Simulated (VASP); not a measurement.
A run of VASP 6.6.1 is set up as follows.

The input POSCAR:

```
Si
1.0
    0.0213672721      2.7319713639      2.7319713639
    2.7319713639      0.0213672721      2.7319713639
    2.7319713639      2.7319713639      0.0213672721
Si
2
Direct
    0.0005061000      0.0005061000      0.0005061000
    0.2494940000      0.2494940000      0.2494940000
```

Contents of INCAR.step1:

```
PREC = Accurate
ENCUT = 600
EDIFF = 1E-8
ISMEAR = 0
SIGMA = 0.01
LREAL = F
LASPH = T
NELM = 100
ALGO = Fast
ISIF = 3
LWAVE = F
LCHARG = F
GGA = PE
IBRION = 2
NSW = 40
EDIFFG = -0.002
```

File INCAR.step2:

```
PREC = Accurate
ENCUT = 600
EDIFF = 1E-8
ISMEAR = 0
SIGMA = 0.01
LREAL = F
LASPH = T
NELM = 100
ALGO = Fast
ISIF = 2
LWAVE = F
LCHARG = F
GGA = PE
IBRION = 8
NSW = 1
```

File KPOINTS:

```
regular mesh
0
Gamma
  10 10 10
```

Potentials or basis: VASP PAW PBE potentials, release 64 (Si).

The run is started by

```sh
$ cat potpaw_PBE.64/Si/POTCAR > POTCAR
$ cp INCAR.step1 INCAR
$ mpirun -np 1 vasp_std > vasp.out
$ cp CONTCAR POSCAR
$ cp INCAR.step2 INCAR
$ mpirun -np 1 vasp_std > vasp.out
```

Task: What does it give for the highest phonon frequency at Γ?

Result: 503 cm⁻¹.

Task: What does it give for the relaxed cell?

Result: a = 3.867 Å, b = 3.867 Å, c = 3.867 Å, α = 60.00°, β = 60.00°, γ = 60.00°.

Task: Predict the space group after relaxing (to 0.05 Å).

Result: Fd-3m (No. 227).

Task: Predict the relaxed volume.

Result: 20.44 Å³/atom.

Phonon frequencies in cm⁻¹ (negative: imaginary):
```tsv
q point	frequencies
(0.000, 0.000, 0.000)	0 0 0 503 503 503
```
